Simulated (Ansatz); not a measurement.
The reference is GeO₂ (space group P3_121, No. 152; a = 4.9887 Å, c = 5.6753 Å).

Method: r2SCAN in Ansatz (plane waves to 500 eV, PAW, spin-orbit coupling left out).

For the base:

The smallest direct gap is 4.28 eV and the lattice parameter a is 9.427 bohr.

Perturbation: a negative pressure, −1 GPa.

Task: How does this affect the mean gap deformation potential ΔEg/Δln V, smallest direct gap and lattice parameter a?

Result: The mean gap deformation potential ΔEg/Δln V comes out as -1.8 eV; the smallest direct gap decreases by 0.03 eV (4.28 eV → 4.25 eV); the lattice parameter a goes up by 0.100 bohr (9.427 bohr → 9.527 bohr).

Load acts through the strain it causes; cell and atoms are relaxed under it. Semilocal Kohn–Sham gaps tend to fall short of experiment. Whether these cells are dynamically stable was not tested.

Ansatz is a quantum-chemistry and plane-wave program.
